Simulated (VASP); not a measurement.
# Fe (Im-3m) in VASP: notebook, part 2 of 2

VASP 6.6.1.

## 3. Phonons, LDA, collinear spin, ferromagnetic start

POSCAR reads:

```
Fe
1.0
   -1.4430000000      1.4430000000      1.4430000000
    1.4430000000     -1.4430000000      1.4430000000
    1.4430000000      1.4430000000     -1.4430000000
Fe
1
Direct
    0.0000000000      0.0000000000      0.0000000000
```

INCAR.step1 reads:

```
PREC = Accurate ; ENCUT = 600
EDIFF = 1E-8 ; ISMEAR = -1
SIGMA = 0.05 ; LREAL = False
LASPH = True ; NELM = 150
ALGO = Normal ; ISIF = 3
LWAVE = False ; LCHARG = False
ISPIN = 2 ; MAGMOM = 3
LORBIT = 11 ; LMAXMIX = 4
GGA = CA ; IBRION = 2
NSW = 40 ; EDIFFG = -0.002
```

INCAR.step2 reads:

```
PREC = Accurate ; ENCUT = 600
EDIFF = 1E-8 ; ISMEAR = -1
SIGMA = 0.05 ; LREAL = False
LASPH = True ; NELM = 150
ALGO = Normal ; ISIF = 2
LWAVE = False ; LCHARG = False
ISPIN = 2 ; MAGMOM = 3
LORBIT = 11 ; LMAXMIX = 4
GGA = CA ; IBRION = 6
NFREE = 2 ; POTIM = 0.015
NSW = 1
```

KPOINTS reads:

```
regular mesh
0
Gamma
  10 10 10
```

Potentials or basis: VASP PAW LDA potentials, release 64 (Fe).

Launch:

```
> cat potpaw_LDA.64/Fe/POTCAR > POTCAR
> cp INCAR.step1 INCAR
> mpirun -np 1 vasp_std > vasp.out
> cp CONTCAR POSCAR
> cp INCAR.step2 INCAR
> mpirun -np 1 vasp_std > vasp.out
```

OUTCAR:

```text
PREC = Accurate
   ENCUT = 600
   EDIFF = 1E-8
   ISMEAR = -1
   LREAL = False
   LASPH = True
   NELM = 150
   ISIF = 2
   ISPIN = 2
   LORBIT = 11
   GGA = CA
   IBRION = 6
   NFREE = 2
   POTIM = 0.015
   NSW = 1

 ion  position               nearest neighbor table
   1  0.000  0.000  0.000-

  LATTYP: Found a body centered cubic cell.
 ALAT       =     2.7468237730

  Lattice vectors:

 A1 = (  -1.3734118865,   1.3734118865,   1.3734118865)
 A2 = (   1.3734118865,  -1.3734118865,   1.3734118865)
 A3 = (   1.3734118865,   1.3734118865,  -1.3734118865)

Analysis of symmetry for initial positions (statically):
=====================================================================
 Subroutine PRICEL returns:
 Original cell was already a primitive cell.

 Routine SETGRP: Setting up the symmetry group for a
 body centered cubic supercell.

 Subroutine GETGRP returns: Found 48 space group operations
 (whereof 48 operations were pure point group operations)
 out of a pool of 48 trial point group operations.

The static configuration has the point symmetry O_h .

Analysis of symmetry for dynamics (positions and initial velocities):
=====================================================================
 Subroutine PRICEL returns:
 Original cell was already a primitive cell.

 Routine SETGRP: Setting up the symmetry group for a
 body centered cubic supercell.

 Subroutine GETGRP returns: Found 48 space group operations
 (whereof 48 operations were pure point group operations)
 out of a pool of 48 trial point group operations.

The dynamic configuration has the point symmetry O_h .

Analysis of structural, dynamic, and magnetic symmetry:
=====================================================================
 Subroutine PRICEL returns:
 Original cell was already a primitive cell.

 Routine SETGRP: Setting up the symmetry group for a
 body centered cubic supercell.

 Subroutine GETGRP returns: Found 48 space group operations
 (whereof 48 operations were pure point group operations)
 out of a pool of 48 trial point group operations.

The overall configuration has the point symmetry O_h .

 Subroutine INISYM returns: Found 48 space group operations
 (whereof 48 operations are pure point group operations),
 and found     1 'primitive' translations

----------------------------------------------------------------------------------------

                                     Primitive cell

  volume of cell :      10.3624

  direct lattice vectors                    reciprocal lattice vectors
    -1.373411886  1.373411886  1.373411886     0.000000000  0.364056846  0.364056846
     1.373411886 -1.373411886  1.373411886     0.364056846  0.000000000  0.364056846
     1.373411886  1.373411886 -1.373411886     0.364056846  0.364056846  0.000000000

  length of vectors
     2.378819167  2.378819167  2.378819167     0.514854129  0.514854129  0.514854129

[... 106 lines left out ...]
   IVDW    =     0    specifies the selected vdW correction
   LEPSILON=     F    determine dielectric tensor
   LRPA    =     F    only Hartree local field effects (RPA)
 finite differences with symmetry
 spin polarized calculation
  energy-cutoff  :      600.00
  volume of cell :       10.36
 maximum number of plane-waves:       370
   NGX =  9   NGY =  9   NGZ =  9

--------------------------------------- Ionic step        1  -------------------------------------------

 number of electron       7.9999996 magnetization       1.9481942

 Free energy of the ion-electron system (eV)
  ---------------------------------------------------
  ext. energy  EPLUGINS =         0.00000000
  ---------------------------------------------------
  free energy    TOTEN  =        -9.23202523 eV

  energy without entropy =       -9.22457322  energy(sigma->0) =       -9.22829923

------------------------ aborting loop because EDIFF is reached ----------------------------------------

  FORCE on cell =-STRESS in cart. coord.  units (eV):
  Direction    XX          YY          ZZ          XY          YZ          ZX
  --------------------------------------------------------------------------------------
  -------------------------------------------------------------------------------------
  Total       -0.0013367     -0.0013367     -0.0013367      0.0000000      0.0000000     -0.0000000
  in kB       -0.2066680     -0.2066680     -0.2066680      0.0000000      0.0000000     -0.0000000
  external PRESSURE =      -0.2066680 kB  Pullay stress =       0.0000000 kB
[... 57 lines left out ...]
--------------------------------------- Ionic step        3  -------------------------------------------

 number of electron       7.9999998 magnetization       1.9482111

 Free energy of the ion-electron system (eV)
  ---------------------------------------------------
  ext. energy  EPLUGINS =         0.00000000
  ---------------------------------------------------
  free energy    TOTEN  =        -9.23202813 eV

  energy without entropy =       -9.22457610  energy(sigma->0) =       -9.22830212

 E-fermi :   6.7890     XC(G=0): -13.9442

 val. band max:        6.7816685654   @ k =  -0.4000   0.4000   0.4000
 cond. band min:       6.8318005859   @ k =  -0.2000   0.2000   0.2000
 fundamental gap:      0.0501320205
 Fermi energy:         6.7889635235

 spin component 1

 k-point     1 :       0.0000    0.0000    0.0000
  band No.  band energies     occupation
      1      -2.3640      1.00000
      2       4.2412      1.00000
      3       4.2412      1.00000
      4       4.2412      1.00000
      5       5.7981      1.00000
      6       5.7981      1.00000
      7      32.4706      0.00000
      8      32.4706      0.00000
      9      32.4706      0.00000
     10      38.2404      0.00000
[... 287 lines left out ...]
 k-point    24 :      -0.3000    0.3000    0.1000
  band No.  band energies     occupation
      1       1.0118      1.00000
      2       3.6534      1.00000
      3       3.9721      1.00000
      4       5.3413      1.00000
      5       6.1012      1.00000
      6       6.4037      0.99955
      7      21.4516      0.00000
      8      27.2385      0.00000
      9      28.0506      0.00000
     10      34.6012      0.00000

 [... further k-points ...]

 spin component 2

 k-point     1 :       0.0000    0.0000    0.0000
  band No.  band energies     occupation
      1      -1.9943      1.00000
      2       5.8212      1.00000
      3       5.8212      1.00000
      4       5.8212      1.00000
      5       7.8982      0.00000
      6       7.8982      0.00000
      7      32.6399      0.00000
      8      32.6399      0.00000
      9      32.6399      0.00000
     10      38.7119      0.00000
[... 327 lines left out ...]
  FREE ENERGIE OF THE ION-ELECTRON SYSTEM (eV)
  ---------------------------------------------------
  free  energy   TOTEN  =        -9.2320281335 eV

  energy  without entropy=       -9.2245761028  energy(sigma->0) =       -9.22830212

 INTERNAL STRAIN TENSORS FROM DISPLACED ATOMS
 ============================================

 INTERNAL STRAIN TENSOR FOR ION    1 for displacements in x,y,z  (eV/Angst):
          X           Y           Z          XY          YZ          ZX
  --------------------------------------------------------------------------------
  x     0.00000     0.00000     0.00000     0.00000     0.00000     0.00000
  y     0.00000     0.00000     0.00000     0.00000     0.00000     0.00000
  z     0.00000     0.00000     0.00000     0.00000     0.00000     0.00000

 Eigenvectors and eigenvalues of the dynamical matrix
 ----------------------------------------------------

   1 f/i=    0.000000 THz     0.000000 2PiTHz    0.000000 cm-1     0.000000 meV
             X         Y         Z           dx          dy          dz
      0.000000  0.000000  0.000000    -0.547534    0.810578    0.207773

   2 f/i=    0.000000 THz     0.000000 2PiTHz    0.000000 cm-1     0.000000 meV
             X         Y         Z           dx          dy          dz
      0.000000  0.000000  0.000000     0.833661    0.506978    0.219050

   3 f/i=    0.000000 THz     0.000000 2PiTHz    0.000000 cm-1     0.000000 meV
             X         Y         Z           dx          dy          dz
      0.000000  0.000000  0.000000    -0.072221   -0.293150    0.953335

 ELASTIC MODULI CONTR FROM IONIC RELAXATION (kBar)
 Direction    XX          YY          ZZ          XY          YZ          ZX
 --------------------------------------------------------------------------------
 XX           0.0000      0.0000      0.0000      0.0000      0.0000      0.0000
 YY           0.0000      0.0000      0.0000      0.0000      0.0000      0.0000
 ZZ           0.0000      0.0000      0.0000      0.0000      0.0000      0.0000
 XY           0.0000      0.0000      0.0000      0.0000      0.0000      0.0000
 YZ           0.0000      0.0000      0.0000      0.0000      0.0000      0.0000
 ZX           0.0000      0.0000      0.0000      0.0000      0.0000      0.0000
 --------------------------------------------------------------------------------

 total charge

# of ion       s       p       d       tot
------------------------------------------
    1        0.529   0.622   6.335   7.486

 magnetization (x)

# of ion       s       p       d       tot
------------------------------------------
    1       -0.009  -0.037   1.962   1.916
```

It took 48 s on 1 thread of Intel Xeon 6975P-C (Granite Rapids), shared host; peak memory 0.12 GiB.

What came out:

- Relaxed volume: 10.36 Å³/atom
- Relaxed cell: a = 2.379 Å, b = 2.379 Å, c = 2.379 Å, α = 109.47°, β = 109.47°, γ = 109.47°
- Space group after relaxing (to 0.05 Å): Im-3m (No. 229)
- Net moment: 1.95 μB per cell
- Site moments: Fe +1.92 μB
- Valence electrons inside the program's atomic spheres: Fe 7.49

Step by step:
| step | energy change (eV) | largest force (eV/Å) | pressure (GPa) | volume (Å³) |
| --- | --- | --- | --- | --- |
| 1 | 0.0000 | 0.0000 | -27.20 | 12.02 |
| 2 | 0.0942 | 0.0000 | 57.72 | 8.81 |
| 3 | -0.1555 | 0.0000 | -2.08 | 10.45 |
| 4 | -0.1561 | 0.0000 | -0.46 | 10.38 |
| 5 | -0.1561 | 0.0000 | 0.30 | 10.35 |
| 6 | -0.1561 | 0.0000 | -0.32 | 10.38 |
| 7 | -0.1561 | 0.0000 | -0.01 | 10.36 |

Final structure:
```xyz
1
Lattice="-1.3734 1.3734 1.3734 1.3734 -1.3734 1.3734 1.3734 1.3734 -1.3734" Properties=species:S:1:pos:R:3 pbc="T T T"
Fe    0.0000    0.0000    0.0000
```
